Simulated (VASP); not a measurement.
Write the native input for VASP 6.6.1 that does the following.

* Task: relaxation of the atoms
* Functional: PBEsol
* Dispersion: D3
* Potentials or basis: VASP PAW PBE potentials, release 64 (Co, O)
* Cutoff: 500 eV
* k mesh: 10 × 10 × 10
* Occupations: gaussian, width 0.1 eV
* Spin: collinear spin, antiferromagnetic start
* Starting moments: [2.0, -2.0, 0.0, 0.0] μB
* Hubbard terms: Co d U = 5 eV
* Supercell matrix: [0, 1, 1, 1, 0, 1, 1, 1, 0]
* Further INCAR settings: ALGO = Normal; EDIFF = 1e-06; IBRION = 2; EDIFFG = -0.01; NSW = 40

The structure of CoO lies in POSCAR:

```
CoO
1.0
   -1.5772647144     -0.9106342074      5.1125718602
    1.5772647144     -0.9106342074      5.1125718602
    0.0000000000      1.8212684150      5.1125718602
Co O
2 2
Selective dynamics
Direct
    0.0000000000      0.0000000000      0.0000000000  F F F
    0.5000000000      0.5000000000      0.5000000000  T T T
    0.2500000000      0.2500000000      0.2500000000  T T T
    0.7500000000      0.7500000000      0.7500000000  T T T
```

The cell is a database's computed one.

The cell isn't the ideal one: volume scaled by 1.15.

One way to write it, as run:

INCAR

```
SYSTEM = CoO
  PREC = Accurate
  ENCUT = 500
  EDIFF = 1E-6
  ISMEAR = 0
  SIGMA = 0.1
  LREAL = .FALSE.
  LASPH = .TRUE.
  NELM = 120
  ALGO = Normal
  ISIF = 2
  LWAVE = .FALSE.
  LCHARG = .FALSE.
  ISPIN = 2
  MAGMOM = 2 -2 0 0
  LORBIT = 11
  LMAXMIX = 4
  LDAU = .TRUE.
  LDAUTYPE = 2
  LDAUL = 2 -1
  LDAUU = 5 0
  LDAUJ = 0 0
  LDAUPRINT = 1
  GGA = PS
  IVDW = 11
  IBRION = 2
  NSW = 40
  EDIFFG = -0.01
```

KPOINTS

```
Automatic mesh
0
G
  10 10 10
  0 0 0
```

Potentials or basis: VASP PAW PBE potentials, release 64 (Co, O).

Command:

```console
$ cat potpaw_PBE.64/Co/POTCAR potpaw_PBE.64/O/POTCAR > POTCAR
$ mpirun -np 1 vasp_std > vasp.out
```

Results of the run:

```yaml
Pressure_after_relaxing: -26.8 GPa
Band_gap_on_the_k_mesh: none (metal or under the smearing width)
Net_moment: 0.00 μB per cell
Site_moments: Co +2.75, -2.75; O +0.00 μB
Valence_electrons_inside_the_program's_atomic_spheres: Co 7.63; O 4.92
Dispersion_energy_per_atom: -0.128 eV
```

Caveat: the relaxation stopped at its first step, so nothing moved; the PAW data sets were made with another functional, which shifts forces and pressure a little; pairwise dispersion overbinds metals, which lowers pressure and volume.

It took 9.5 min on 1 thread of Intel(R) Xeon(R) Platinum 8488C (Sapphire Rapids) (shared host), peak memory 0.39 GiB.
